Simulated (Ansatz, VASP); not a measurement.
## As in VASP and in Ansatz

```
CELL_PARAMETERS angstrom
2.83703 0.00000 0.00000
-1.41851 2.45694 0.00000
0.00000 0.00000 9.56651
ATOMIC_POSITIONS crystal
As 0.00000 0.00000 0.00000
As 0.00000 0.00000 0.50000
As 0.33333 0.66667 0.25000
As 0.66667 0.33333 0.75000
```

Alike in both runs: task single point; functional LDA; k mesh 14 × 14 × 4; occupations fermi-dirac, width 0.1 eV; no spin polarisation.

|  | VASP | Ansatz |
| --- | --- | --- |
| version | VASP 6.6.1 | Ansatz 0.2.0 |
| potentials or method | VASP PAW LDA potentials, release 64 (As) | plane waves (420 eV) with PAW, scalar-relativistic |
| plane-wave cutoff (eV) | 520 | 420 |
| valence electrons in the cell | 20 | 60 |

```csv
,VASP,Ansatz,Ansatz less VASP
pressure (GPa),9.8,9.3,-0.49
largest component of the traceless stress (GPa),0.53,0.55,+0.021
```

The two sets of potentials don't hold the same shells in valence. Ansatz warned: «pseudo_functional_mismatch».
